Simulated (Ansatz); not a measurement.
# Cs (omega (AlB2-type)): energy against volume

Method: DFT, RPBE, plane waves (420 eV) with PAW, scalar-relativistic in Ansatz. The PAW files were generated under PBE, with cores re-solved for the functional.

The cell is scaled uniformly from the relaxed one, with fractional coordinates and shape fixed. Energies are extrapolated to zero smearing, pressures are those at the given smearing. Magnetic state: spin not included.

A Birch-Murnaghan fit gives V₀ = 132.44 Å³/atom, B₀ = 1.6 GPa, B₀′ = 3.6.

Q: What are the energy above the minimum and the pressure at 116.078 Å³/atom?

A: 12.5 meV/atom and 0.27 GPa as computed.

Q: What are the energy above the minimum and the pressure at 126.630 Å³/atom?

A: 1.4 meV/atom and 0.08 GPa as computed.

Q: What are the energy above the minimum and the pressure at 137.183 Å³/atom?

A: 0.8 meV/atom and -0.05 GPa as computed.
